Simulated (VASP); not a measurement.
# PtSe2 (C2/m) in VASP: further runs

One crystal, PtSe2, is run at these levels: PBEsol+U; tasks: single point.

Everything below comes from runs of VASP 6.6.1. Logs are shortened: lines on timing, memory, paths and dates and some standing lists are left out, and cuts for length are marked.

### Step 1. The structure

The structure is monoclinic, space group C2/m (No. 12). The conventional cell has a = 6.560 Å, b = 4.022 Å, c = 4.626 Å, α = 90.00°, β = 90.04°, γ = 90.00°. Pt (site symmetry 2/m) is surrounded by 6 Se at 2.45 to 2.71 Å. Around Se (site symmetry m) lie 3 Pt at 2.45 to 2.71 Å.

The cell was built by a generator and isn't the measured one.

### Step 2. Single point, PBEsol+U, collinear spin, zero start

Input file INCAR:

```
PREC = Accurate
ENCUT = 520
EDIFF = 1E-6
ISMEAR = 0
SIGMA = 0.05
LREAL = F
LASPH = T
NELM = 80
ALGO = Normal
ISIF = 2
LWAVE = F
LCHARG = F
ISPIN = 2
MAGMOM = 0 0 0
LORBIT = 11
LMAXMIX = 4
LDAU = T
LDAUTYPE = 2
LDAUL = 2 -1
LDAUU = 7 0
LDAUJ = 0 0
LDAUPRINT = 1
GGA = PS
NBANDS = 22
```

Input file KPOINTS:

```
Automatic mesh
0
Gamma
  6 6 4
```

Input file POSCAR:

```
PtSe2
1.0
    3.2802082100     -2.0108328800      0.0000000000
    3.2802082100      2.0108328800      0.0000000000
   -0.0032294100      0.0000000000      4.6257814300
Pt Se
1 2
Direct
    0.0000000000      0.0000000000      0.0000000000
    0.6879000000      0.6879000000      0.2889000000
    0.3121000000      0.3121000000      0.7111000000
```

Potentials or basis: VASP PAW PBE potentials, release 64 (Pt, Se).

Started as:

```bash
$ cat potpaw_PBE.64/Pt/POTCAR potpaw_PBE.64/Se/POTCAR > POTCAR
$ mpirun -np 1 vasp_std > vasp.out
```

OUTCAR:

```text
PREC = Accurate
   ENCUT = 520
   EDIFF = 1E-6
   ISMEAR = 0
   LREAL = F
   LASPH = T
   NELM = 80
   ISIF = 2
   ISPIN = 2
   LORBIT = 11
   GGA = PS

 ion  position               nearest neighbor table
   1  0.000  0.000  0.000-   2 2.45   3 2.45   2 2.71   2 2.71   3 2.71   3 2.71
   2  0.688  0.688  0.289-   1 2.45   1 2.71   1 2.71
   3  0.312  0.312  0.711-   1 2.45   1 2.71   1 2.71

  LATTYP: Found a base centered monoclinic cell.
 ALAT       =     6.5604164200
 B/A-ratio  =     0.6130198912
 C/A-ratio  =     0.7051050210
 COS(beta)  =    -0.0006981327

  Lattice vectors:

 A1 = (   3.2802082100,  -2.0108328800,   0.0000000000)
 A2 = (   3.2802082100,   2.0108328800,   0.0000000000)
 A3 = (  -0.0032294100,   0.0000000000,   4.6257814300)

Analysis of symmetry for initial positions (statically):
=====================================================================
 Subroutine PRICEL returns:
 Original cell was already a primitive cell.

 Routine SETGRP: Setting up the symmetry group for a
 base centered monoclinic supercell.

 Subroutine GETGRP returns: Found  4 space group operations
 (whereof  4 operations were pure point group operations)
 out of a pool of  4 trial point group operations.

The static configuration has the point symmetry C_2h.

Analysis of symmetry for dynamics (positions and initial velocities):
=====================================================================
 Subroutine PRICEL returns:
 Original cell was already a primitive cell.

 Routine SETGRP: Setting up the symmetry group for a
 base centered monoclinic supercell.

 Subroutine GETGRP returns: Found  4 space group operations
 (whereof  4 operations were pure point group operations)
 out of a pool of  4 trial point group operations.

The dynamic configuration has the point symmetry C_2h.

Analysis of structural, dynamic, and magnetic symmetry:
=====================================================================
 Subroutine PRICEL returns:
 Original cell was already a primitive cell.

[... 188 lines left out ...]
  o =  0.8076  v =  0.0000  0.0000  0.0000  0.0000  0.0000 -0.6330 -0.7741  0.0000  0.0000  0.0000      0.0000  0.0000  0.0000  0.0000  0.0000  0.0000  0.0000  0.0000  0.0000  0.0000
  o =  0.9496  v =  0.0000  0.0000 -0.6130  0.4390  0.6569  0.0000  0.0000  0.0000  0.0000  0.0000      0.0000  0.0000  0.0000  0.0000  0.0000  0.0000  0.0000  0.0000  0.0000  0.0000
  o =  0.9496  v =  0.0000  0.0000  0.0000  0.0000  0.0000  0.0000  0.0000 -0.6130  0.4390  0.6568      0.0000  0.0000  0.0000  0.0000  0.0000  0.0000  0.0000  0.0000  0.0000  0.0000
  o =  0.9511  v =  0.0000  0.0000  0.7880  0.4001  0.4680  0.0000  0.0000  0.0000  0.0000  0.0000      0.0000  0.0000  0.0000  0.0000  0.0000  0.0000  0.0000  0.0000  0.0000  0.0000
  o =  0.9511  v =  0.0000  0.0000  0.0000  0.0000  0.0000  0.0000  0.0000  0.7880  0.4001  0.4680      0.0000  0.0000  0.0000  0.0000  0.0000  0.0000  0.0000  0.0000  0.0000  0.0000
  o =  0.9515  v = -0.7741  0.6330  0.0000  0.0000  0.0000  0.0000  0.0000  0.0000  0.0000  0.0000      0.0000  0.0000  0.0000  0.0000  0.0000  0.0000  0.0000  0.0000  0.0000  0.0000
  o =  0.9515  v =  0.0000  0.0000  0.0000  0.0000  0.0000 -0.7741  0.6330  0.0000  0.0000  0.0000      0.0000  0.0000  0.0000  0.0000  0.0000  0.0000  0.0000  0.0000  0.0000  0.0000

 number of electron      22.0000000 magnetization      -0.0000002

 Free energy of the ion-electron system (eV)
  ---------------------------------------------------
  ext. energy  EPLUGINS =         0.00000000
  ---------------------------------------------------
  free energy    TOTEN  =       -11.02799746 eV

  energy without entropy =      -11.02624829  energy(sigma->0) =      -11.02712288

 E-fermi :   5.5837     XC(G=0): -10.8682

 val. band max:        5.5743526936   @ k =  -0.3333   0.3333   0.0000
 cond. band min:       5.5838332120   @ k =   0.1667   0.0000   0.5000
 fundamental gap:      0.0094805184
 Fermi energy:         5.5837066750

 spin component 1

 k-point     1 :       0.0000    0.0000    0.0000
  band No.  band energies     occupation
      1      -9.4907      1.00000
      2      -6.1941      1.00000
      3      -1.3039      1.00000
      4      -0.5709      1.00000
      5      -0.1448      1.00000
      6       1.0149      1.00000
[... 1193 lines left out ...]
     21      17.9565      0.00000
     22      19.6458      0.00000

 [... further k-points ...]

------------------------ aborting loop because EDIFF is reached ----------------------------------------

  FORCE on cell =-STRESS in cart. coord.  units (eV):
  Direction    XX          YY          ZZ          XY          YZ          ZX
  --------------------------------------------------------------------------------------
  -------------------------------------------------------------------------------------
  Total       -3.0484298     -6.1786842     -2.8940292      0.0000000      0.0000000     -1.6034729
  in kB      -80.0376411   -162.2236197    -75.9837980      0.0000000      0.0000000    -42.0997700
  external PRESSURE =    -106.0816863 kB  Pullay stress =       0.0000000 kB

 VOLUME and BASIS-vectors are now :
 -----------------------------------------------------------------------------
  energy-cutoff  :      520.00
  volume of cell :       61.02
      direct lattice vectors                 reciprocal lattice vectors
     3.280208210 -2.010832880  0.000000000     0.152429348 -0.248653185  0.000106416
     3.280208210  2.010832880  0.000000000     0.152429348  0.248653185  0.000106416
    -0.003229410  0.000000000  4.625781430     0.000000000  0.000000000  0.216179691

 POSITION                                       TOTAL-FORCE (eV/Angst)
 -----------------------------------------------------------------------------------
      0.00000      0.00000      0.00000        -0.000000      0.000000      0.000000
      4.51198      0.00000      1.33639        -0.324929      0.000000     -0.946763
      2.04521      0.00000      3.28939         0.324929      0.000000      0.946763
 -----------------------------------------------------------------------------------
    total drift:                                0.000000      0.000000      0.000000

  FREE ENERGIE OF THE ION-ELECTRON SYSTEM (eV)
  ---------------------------------------------------
  free  energy   TOTEN  =       -11.0279974640 eV

  energy  without entropy=      -11.0262482915  energy(sigma->0) =      -11.02712288

 total charge

# of ion       s       p       d       tot
------------------------------------------
    1        0.578   0.487   8.690   9.755
    2        1.501   2.117   0.059   3.677
    3        1.501   2.117   0.059   3.677
--------------------------------------------------
tot          3.580   4.720   8.808  17.109

 magnetization (x)

# of ion       s       p       d       tot
------------------------------------------
    1        0.000   0.000  -0.000   0.000
    2       -0.000  -0.000   0.000  -0.000
    3       -0.000  -0.000   0.000  -0.000
--------------------------------------------------
tot          0.000   0.000  -0.000   0.000
```

OSZICAR:

```text
N       E                     dE             d eps       ncg     rms          rms(c)
DAV:   1     0.109941894431E+03    0.10994E+03   -0.99350E+03  4192   0.882E+02
DAV:   2    -0.607956227892E+01   -0.11602E+03   -0.11085E+03  4906   0.186E+02
DAV:   3    -0.109030694366E+02   -0.48235E+01   -0.47772E+01  5072   0.365E+01
DAV:   4    -0.109347656930E+02   -0.31696E-01   -0.31692E-01  4646   0.331E+00
DAV:   5    -0.109351224099E+02   -0.35672E-03   -0.35671E-03  5132   0.356E-01    0.144E+01
DAV:   6    -0.109381223113E+02   -0.29999E-02   -0.15271E-01  4466   0.275E+00    0.767E+00
DAV:   7    -0.110093513936E+02   -0.71229E-01   -0.18897E-01  4430   0.287E+00    0.118E+00
DAV:   8    -0.110170349683E+02   -0.76836E-02   -0.20595E-02  4922   0.117E+00    0.599E-01
DAV:   9    -0.110258552656E+02   -0.88203E-02   -0.17306E-02  4502   0.932E-01    0.321E-01
DAV:  10    -0.110274475271E+02   -0.15923E-02   -0.31064E-03  4926   0.379E-01    0.183E-01
DAV:  11    -0.110278851243E+02   -0.43760E-03   -0.72985E-04  4572   0.196E-01    0.582E-02
DAV:  12    -0.110279623484E+02   -0.77224E-04   -0.16546E-04  4960   0.932E-02    0.296E-02
DAV:  13    -0.110279919939E+02   -0.29646E-04   -0.90410E-05  4508   0.610E-02    0.136E-02
DAV:  14    -0.110279959012E+02   -0.39073E-05   -0.10790E-05  4970   0.201E-02    0.813E-03
DAV:  15    -0.110279971635E+02   -0.12623E-05   -0.31370E-06  3698   0.105E-02    0.432E-03
DAV:  16    -0.110279974640E+02   -0.30048E-06   -0.72184E-07  2626   0.553E-03
   1 F= -.11027997E+02 E0= -.11027123E+02  d E =-.174917E-02  mag=     0.0000
```

stdout:

```text
POSCAR found type information on POSCAR PtSe
 POSCAR found :  2 types and       3 ions
 scaLAPACK will be used
 -----------------------------------------------------------------------------
|                                                                             |
|                                                                             |
|     You enforced a specific xc type in the INCAR file but a different       |
|     I HOPE YOU KNOW WHAT YOU ARE DOING!                                     |
|                                                                             |
 -----------------------------------------------------------------------------

 LDA part: xc-table for (Slater+PW92), standard interpolation
 POSCAR, INCAR and KPOINTS ok, starting setup
 FFT: planning ... GRIDC
 FFT: planning ... GRID_SOFT
 FFT: planning ... GRID
 WAVECAR not read
 entering main loop
```

It took 1.8 min on 1 thread of Intel Xeon Platinum 8375C at 2.90GHz (Ice Lake), shared host; peak memory 0.26 GiB.

Results:

| Property | Result |
| --- | --- |
| Free energy | -11.0280 eV |
| Pressure | -10.6 GPa |
| Largest force | 1.001 eV/Å |
| Band gap on the k mesh | none (metal or under the smearing width) |
| Net moment | 0.00 μB per cell |
| Valence electrons inside the program's atomic spheres | Pt 9.76; Se 3.68 |

Forces on the atoms (eV/Å):
```
Pt   0.000  0.000  0.000
Se  -0.325  0.000 -0.947
Se   0.325  0.000  0.947
```

Levels at points of the mesh, in eV from the Fermi level:
Spin up:
```tsv
k point	band 8	band 9	band 10	band 11	band 12	band 13	band 14	band 15
(0.00, 0.00, 0.00)	-2.91	-0.89	-0.26	-0.06	0.80	1.00	3.99	4.09
(0.50, 0.00, 0.00)	-3.48	-3.22	-2.96	-2.31	-0.03	2.65	5.72	7.11
(0.50, 0.50, 0.00)	-3.88	-3.57	-2.79	-2.13	1.01	2.23	5.08	6.09
(0.00, 0.00, 0.50)	-2.38	-2.09	-2.02	-1.41	2.03	2.34	5.59	6.86
(0.50, 0.00, 0.50)	-3.73	-3.45	-1.63	0.04	0.12	1.81	5.10	5.15
(0.50, 0.50, 0.50)	-4.31	-3.39	-1.79	-1.29	-0.55	1.12	6.15	6.29
```
Spin down:
```tsv
k point	band 7	band 8	band 9	band 10	band 11	band 12	band 13	band 14	band 15	band 16
(0.00, 0.00, 0.00)	-4.42	-2.91	-0.89	-0.26	-0.06	0.80	1.00	3.99	4.09	6.66
(0.50, 0.00, 0.00)	-3.97	-3.48	-3.22	-2.96	-2.31	-0.03	2.65	5.72	7.11	7.30
(0.50, 0.50, 0.00)	-4.27	-3.88	-3.57	-2.79	-2.13	1.01	2.23	5.08	6.09	6.21
(0.00, 0.00, 0.50)	-4.51	-2.38	-2.09	-2.02	-1.41	2.03	2.34	5.59	6.86	6.94
(0.50, 0.00, 0.50)	-4.32	-3.73	-3.45	-1.63	0.04	0.12	1.81	5.10	5.15	8.56
(0.50, 0.50, 0.50)	-4.38	-4.31	-3.39	-1.79	-1.29	-0.55	1.12	6.15	6.29	9.23
```

Eigenvalues of the final occupation matrices:
```
    site  spin  trace               eigenvalues
site 1 d     1   4.38  0.72 0.81 0.95 0.95 0.95
site 1 d     2   4.38  0.72 0.81 0.95 0.95 0.95
```

Caveat: the PAW data sets were made with another functional, which shifts forces and pressure a little. Spin-orbit coupling is left out, which matters for the levels of Pt.

### Step 3. Single point, PBEsol+U, collinear spin, random start

Input file INCAR:

```
  PREC = Accurate
  ENCUT = 520
  EDIFF = 1E-6
  ISMEAR = 0
  SIGMA = 0.05
  LREAL = F
  LASPH = T
  NELM = 60
  ALGO = Fast
  ISIF = 2
  LWAVE = F
  LCHARG = F
  ISPIN = 2
  MAGMOM = 0.28 0 0
  LORBIT = 11
  LMAXMIX = 4
  LDAU = T
  LDAUTYPE = 2
  LDAUL = 2 -1
  LDAUU = 7 0
  LDAUJ = 0 0
  LDAUPRINT = 1
  GGA = PS
```

KPOINTS is that of step 2.

POSCAR is that of step 2.

Potentials or basis: VASP PAW PBE potentials, release 64 (Pt, Se).

Started as:

```bash
$ cat potpaw_PBE.64/Pt/POTCAR potpaw_PBE.64/Se/POTCAR > POTCAR
$ mpirun -np 1 vasp_std > vasp.out
```

Run time: 85 s. Hardware: 1 thread of Intel Xeon Platinum 8375C at 2.90GHz (Ice Lake), shared host; peak memory 0.24 GiB.

It converged, with:

- Free energy: -11.0280 eV
- Pressure: -10.6 GPa
- Largest force: 1.001 eV/Å
- Band gap on the k mesh: none (metal or under the smearing width)
- Net moment: 0.00 μB per cell
- Valence electrons inside the program's atomic spheres: Pt 9.76; Se 3.68

Forces on the atoms (eV/Å):
```
Pt   0.000  0.000  0.000
Se  -0.325  0.000 -0.947
Se   0.325  0.000  0.947
```

Stress tensor (GPa, compression positive):
```
 -8.00   0.00  -4.21
  0.00 -16.22   0.00
 -4.21   0.00  -7.60
```

Levels at points of the mesh, in eV from the Fermi level:
Spin up:
| k point | band 8 | band 9 | band 10 | band 11 | band 12 | band 13 | band 14 | band 15 |
| --- | --- | --- | --- | --- | --- | --- | --- | --- |
| (0.00, 0.00, 0.00) | -2.91 | -0.89 | -0.26 | -0.06 | 0.80 | 1.00 | 3.99 | 4.09 |
| (0.50, 0.00, 0.00) | -3.48 | -3.22 | -2.96 | -2.31 | -0.03 | 2.65 | 5.72 | 7.12 |
| (0.50, 0.50, 0.00) | -3.88 | -3.57 | -2.79 | -2.13 | 1.01 | 2.23 | 5.08 | 6.21 |
| (0.00, 0.00, 0.50) | -2.38 | -2.09 | -2.02 | -1.41 | 2.03 | 2.34 | 5.59 | 6.86 |
| (0.50, 0.00, 0.50) | -3.73 | -3.45 | -1.63 | 0.04 | 0.12 | 1.81 | 5.10 | 5.15 |
| (0.50, 0.50, 0.50) | -4.31 | -3.39 | -1.79 | -1.29 | -0.55 | 1.12 | 6.15 | 6.29 |
Spin down:
| k point | band 9 | band 10 | band 11 | band 12 | band 13 | band 14 |
| --- | --- | --- | --- | --- | --- | --- |
| (0.00, 0.00, 0.00) | -0.89 | -0.26 | -0.06 | 0.80 | 1.00 | 3.99 |
| (0.50, 0.00, 0.00) | -3.22 | -2.96 | -2.31 | -0.03 | 2.65 | 5.72 |
| (0.50, 0.50, 0.00) | -3.57 | -2.79 | -2.13 | 1.01 | 2.23 | 5.08 |
| (0.00, 0.00, 0.50) | -2.09 | -2.02 | -1.41 | 2.03 | 2.34 | 5.59 |
| (0.50, 0.00, 0.50) | -3.45 | -1.63 | 0.04 | 0.12 | 1.81 | 5.10 |
| (0.50, 0.50, 0.50) | -3.39 | -1.79 | -1.29 | -0.55 | 1.12 | 6.15 |

Eigenvalues of the final occupation matrices:
```tsv
site	spin	trace	eigenvalues
site 1 d	1	4.38	0.72 0.81 0.95 0.95 0.95
site 1 d	2	4.38	0.72 0.81 0.95 0.95 0.95
```

Caveat: the PAW data sets were made with another functional, which shifts forces and pressure a little. The state reached can hang on the start; a lower one may exist.

### Step 4. Single point, PBEsol+U, collinear spin, ferromagnetic start

Input file INCAR:

```
SYSTEM = PtSe2
PREC = Accurate
ENCUT = 520
EDIFF = 1E-7
ISMEAR = 0
SIGMA = 0.05
LREAL = .FALSE.
LASPH = .TRUE.
NELM = 80
ALGO = Normal
ISIF = 2
LWAVE = .FALSE.
LCHARG = .TRUE.
ISPIN = 2
MAGMOM = 0.5 0 0
LORBIT = 11
NUPDOWN = 0
LMAXMIX = 4
LDAU = .TRUE.
LDAUTYPE = 2
LDAUL = 2 -1
LDAUU = 7 0
LDAUJ = 0 0
LDAUPRINT = 1
GGA = PS
LELF = .TRUE.
LVHAR = .TRUE.
```

Input file KPOINTS:

```
Automatic mesh
0
G
  6 6 4
  0 0 0
```

POSCAR is that of step 3.

Started as:

```bash
$ cat potpaw_PBE.64/Pt/POTCAR potpaw_PBE.64/Se/POTCAR > POTCAR
$ mpirun -np 1 vasp_std > vasp.out
```

It took 93 s on 1 thread of Intel Xeon Platinum 8375C at 2.90GHz (Ice Lake), shared host; peak memory 0.24 GiB.

The run converged. Its results:

```yaml
Free_energy: -11.0280 eV
Pressure: -10.6 GPa
Largest_force: 1.001 eV/Å
Net_moment: 0.00 μB per cell
Valence_electrons_inside_the_program's_atomic_spheres: Pt 9.76; Se 3.68
```

Forces on the atoms (eV/Å):
```
Pt   0.000  0.000  0.000
Se  -0.325  0.000 -0.947
Se   0.325  0.000  0.947
```

Stress tensor (GPa, compression positive):
```
 -8.00   0.00  -4.21
  0.00 -16.22   0.00
 -4.21   0.00  -7.60
```

Eigenvalues of the final occupation matrices:
```csv
site,spin,trace,eigenvalues
site 1 d,1,4.38,0.72 0.81 0.95 0.95 0.95
site 1 d,2,4.38,0.72 0.81 0.95 0.95 0.95
```

Caveat: the PAW data sets were made with another functional, which shifts forces and pressure a little; the total moment is fixed, so each spin has its own Fermi level.

### Step 5. The runs side by side

| spin | fixed moment (μB) | gap on the mesh (eV) | pressure (GPa) | moment (μB) | largest force (eV/Å) |
| --- | --- | --- | --- | --- | --- |
| collinear, zero start | - | none | -10.6 | 0.00 | 1.00 |
| collinear, random start | - | none | -10.6 | 0.00 | 1.00 |
| collinear, ferromagnetic start | 0 | - | -10.6 | 0.00 | 1.00 |

Alike in all rows: task single point; level PBEsol+U; potentials or basis VASP PAW PBE potentials, release 64 (Pt, Se); Pt d U = 7 eV; cell as given; k mesh 6 × 6 × 4; cutoff (eV) 520; smearing gaussian 0.05 eV.

Caveats: the PAW data sets were made with another functional, which shifts forces and pressure a little; the total moment is fixed, so each spin has its own Fermi level (some runs).

Absolute energies hang on the potentials; compare differences alone.
